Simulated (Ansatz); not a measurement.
# TiC: the cost of one run

Program: Ansatz 0.2.0. Level of theory: DFT PBE, scalar-relativistic, plane waves, PAW. These are calculated values, not measurements.

3 further runs of the same task are left out: 3 set aside as unsound or not needed.

### 1 The starting structure

It takes space group Fm-3m (No. 225, cubic). Conventional cell: a = 4.333 Å, b = 4.333 Å, c = 4.333 Å, α = 90.00°, β = 90.00°, γ = 90.00°. Around Ti (site symmetry m-3m) lie 6 C at 2.17 Å. C (site symmetry m-3m) has 6 Ti at 2.17 Å as nearest neighbours.

Structure file:

```cif
data_structure
_symmetry_space_group_name_H-M 'P 1'
_symmetry_Int_Tables_number 1
_cell_length_a 3.0638
_cell_length_b 3.0638
_cell_length_c 4.3329
_cell_angle_alpha 90.000
_cell_angle_beta 90.000
_cell_angle_gamma 90.000
_cell_volume 40.67
loop_
_atom_site_label
_atom_site_type_symbol
_atom_site_fract_x
_atom_site_fract_y
_atom_site_fract_z
_atom_site_occupancy
Ti1 Ti 0.50000 0.50000 0.50000 1
Ti2 Ti 0.00000 0.00000 0.00000 1
C1 C 0.50000 0.50000 0.00000 1
C2 C 0.00000 0.00000 0.50000 1
```

It is built from the cell relaxed beforehand with the same method (10.17 Å³/atom).

### 2 The reference cell

The cell is repeated 2 times, 4 atoms in all. Reference values: F = -5504.5480 eV; pressure 0.00 GPa; largest force 0.000 eV/Å; gap on the mesh none (metal). It was computed beforehand with the settings of the runs below.

### 3 Breaking the symmetry

A zone-boundary wave of random shape, sigma 0.02 Å. Displacements in the unstrained cell, with the mean shift removed:

| atom | ux (Å) | uy (Å) | uz (Å) |
| --- | --- | --- | --- |
| Ti1 | -0.003 | -0.011 | 0.007 |
| Ti2 | 0.003 | 0.011 | -0.007 |
| C3 | 0.002 | -0.059 | -0.039 |
| C4 | -0.002 | 0.059 | 0.039 |

### 4 Single point of the disturbed structure

input.yaml reads:

```yaml
crystal:
  lattice:
    - [0.0, -2.1664615241, -2.1664615241]
    - [0.0, 2.1664615241, -2.1664615241]
    - [4.3329230482, 0.0, 0.0]
  atoms:
    - { symbol: Ti, position: [0.5007709649, 0.4958490142, 0.4993777874] }
    - { symbol: Ti, position: [-0.0007709649, 0.0041509858, 0.0006222126] }
    - { symbol: C, position: [0.5224939976, 0.4954935819, 0.0004791509] }
    - { symbol: C, position: [-0.0224939976, 0.0045064181, 0.4995208491] }
basis:
  ecutwfc: 420
kpoints:
  mp_grid: { grid: [12, 12, 8] }
hamiltonian:
  xc: pbe
scf:
  occupations: { method: gaussian, width: 0.15 }
output:
  forces: true
  stress: true
  eigenvalues: true
```

The run is started by

```
ansatz run input.yaml --threads 1 --pin off --max-ram 2560MiB --backend cpu --events-out ev --progress --plain --runs-dir out
```

**Question.** How long does this run take on 1 thread of Intel Xeon Platinum 8488C (Sapphire Rapids), shared host, and how much memory does it need?

About 15 s, with a peak of 0.69 GiB.
